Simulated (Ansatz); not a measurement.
**Ir: strong compression**

One table from this session's results is given with a row withheld; the runs are named, their logs left out.

Program: Ansatz 0.2.0. Level of theory: DFT, PBE, PAW with Ansatz's default frozen-core files, scalar-relativistic. These are calculated values, not measurements.

1 further run of the same task is left out (it didn't finish).

### The system as given

The structure is cubic, space group Pm-3m (No. 221). Conventional cell: a = 2.502 Å, b = 2.502 Å, c = 2.502 Å, α = 90.00°, β = 90.00°, γ = 90.00°. Ir (site symmetry m-3m) has 6 Ir at 2.50 Å as nearest neighbours.

Coordinates:

```cif
data_structure
_symmetry_space_group_name_H-M 'Pm-3m'
_symmetry_Int_Tables_number 221
_cell_length_a 2.5023
_cell_length_b 2.5023
_cell_length_c 2.5023
_cell_angle_alpha 90.000
_cell_angle_beta 90.000
_cell_angle_gamma 90.000
_cell_volume 15.67
loop_
_atom_site_label
_atom_site_type_symbol
_atom_site_symmetry_multiplicity
_atom_site_Wyckoff_symbol
_atom_site_fract_x
_atom_site_fract_y
_atom_site_fract_z
_atom_site_occupancy
Ir1 Ir 1 a 0.00000 0.00000 0.00000 1
```

The file gives the conventional cell by its symmetry; the runs use the cell typed in the input.

Whether this phase is the stable one at these pressures isn't tested.

The first run:

input.yaml

```yaml
crystal:
  lattice:
    - [2.5022678089, 0.0, 0.0]
    - [0.0, 2.5022678089, 0.0]
    - [0.0, 0.0, 2.5022678089]
  atoms:
    - { symbol: Ir, position: [0.0, 0.0, 0.0] }
kpoints:
  mp_grid: { grid: [17, 17, 17] }
scf:
  occupations: { method: fermi_dirac, width: 0.08 }
hamiltonian:
  xc: pbe
  pseudopotentials: { kind: paw }
output:
  forces: true
  stress: true
  write_density: true
  write_potential: true
  elf: true
  volumetric_format: npy
relax:
  f_tol: 0.005
  max_steps: 40
  cell: {}
```

The run is started by

```sh
$ ansatz run input.yaml --threads 1 --pin off --max-ram 2048MiB --backend cpu --events-out ev --progress --plain --runs-dir out
```

Among the steps run: Cell relaxed at zero pressure, PAW; Volume scaled by 1, PAW; Volume scaled by 0.9, PAW; Volume scaled by 0.8, PAW; Volume scaled by 0.7, PAW; Volume scaled by 0.7, PAW (partial_waves polarizable); Volume scaled by 0.6, PAW; Volume scaled by 0.5, PAW; Volume scaled by 0.4, PAW; Volume scaled by 0.4, PAW (cutoff 800 eV).

One of the session's tables, all rows but one given; the rest of the session is left out.

```
                         method  volume over the first  volume (Å³/atom)  pressure (GPa)
                            PAW                      1            16.993           -0.05
                            PAW                    0.9            15.293           33.55
                            PAW                    0.8            13.594           94.73
                            PAW                    0.7            11.895          208.29
                            PAW                    0.6            10.196          427.45
                            PAW                    0.5                 ?               ?
                            PAW                    0.4             6.797         1915.84
            PAW (cutoff 800 eV)                    0.4             6.797         1915.17
PAW (partial_waves polarizable)                    0.7            11.895          208.29
```

**Question.** Estimate the row for PAW, 0.5.

As computed: volume (Å³/atom): 8.496; pressure (GPa): 879.17. In the column «volume (Å³/atom)» it lies between PAW (cutoff 800 eV), 0.4 (6.797) and PAW, 0.6 (10.196).
